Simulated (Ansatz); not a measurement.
## A series in volume scale on ZrS2

Periodic Kohn-Sham DFT of a crystal at fixed atoms, scaled to volume_scale times the given cell; pressure positive in compression, energy less spherical unpolarised free atoms, largest_vzz the field gradient of largest size among the nuclei. The results are calculated, by Ansatz 0.2.0.

The cell before it is scaled or strained (space group P-3m1, No. 164):
```
ZrS2
1.0
      3.6300     0.0000     0.0000
     -1.8150     3.1437     0.0000
      0.0000     0.0000     5.8500
Zr S
1 2
Direct
  0.00000 0.00000 0.00000
  0.33333 0.66667 0.24920
  0.66667 0.33333 0.75080
```

Settings of every row: method frozen-core PAW; functional PBE; relativity scalar; k mesh 10x10x5; filling fermi-dirac; smearing width 0.01 eV; wave cutoff 420 eV; paw set soft_2.

Atom start moment: 0 on all atoms.

Limits: a layered crystal: even scaling strains the bonds within the layers, so this curve is stiffer than the crystal under pressure.

```
row  volume scale  V (Å³/atom)  pressure (GPa)  largest V_zz (1e21 V/m^2)
  1          0.94       20.918          10.227                      -1.74
  2          0.96       21.363            7.58                       -1.6
  3          0.98       21.808           5.181                     -1.468
  4          0.99        22.03           4.068                     -1.404
  5          1.01       22.475           1.999                     -1.282
  6          1.02       22.698           1.038                     -1.222
  7          1.04       23.143               ?                          ?
  8          1.06       23.588          -2.364                     -1.002
```

Question: what pressure and largest V_zz should row 7 give?

Worked fit of pressure. Take u = (V_r/V)^(2/3) − 1 with V_r = 22.03 Å³ an atom, which is twice the finite (Eulerian) strain; such expansions in the strain, on which the Birch-Murnaghan equation of state is built, carry the rest volume and the bulk modulus. The shown rows have u = 0.03513, 0.02071, 0.00678, 0, -0.01324, -0.01972, -0.04453. Least squares give pressure = 4.0688 + 161.354 × u + 389.36 × u² + 222 × u³ GPa; a parabola predicts inner rows, each left out in turn, worse (root mean square 0.0041 against 0.0018 GPa). The rows lie off it by 0.000, 0.001, 0.000, -0.001, -0.001, 0.001, 0.000. The pressure vanishes at u = -0.0269, or V = 22.95 Å³ an atom, and there the bulk modulus at fixed shape and fractions is B = −V dP/dV = (2/3)(1 + u) dP/du = 91.4 GPa. Letting shape and atoms relax would as a rule lower it, by much in layered, chain or molecular crystals. The withheld row has u = -0.03232, so the fit gives 4.0688 + 161.354 × (-0.03232) + 389.36 × (-0.03232)² + 222 × (-0.03232)³ = -0.747 GPa.

The calculation gave -0.747 GPa. The fit meets it to the printed digit.

Worked fit of largest V_zz. Take t = volume scale − 0.99. The shown rows have t = -0.05, -0.03, -0.01, 0, 0.02, 0.03, 0.07. Least squares give largest V_zz = −1.4042 + 6.307 × t − 8.04 × t² 1e21 V/m^2; a straight line predicts inner rows, each left out in turn, worse (root mean square 0.0099 against 0.00062 1e21 V/m^2). The rows lie off it by 0.000, 0.001, 0.000, 0.000, -0.001, 0.000, 0.000. The withheld row has t = 0.05, so the fit gives −1.4042 + 6.307 × (0.05) − 8.04 × (0.05)² = -1.109 1e21 V/m^2.

The calculation gave -1.109 1e21 V/m^2. The fit meets it to the printed digit.
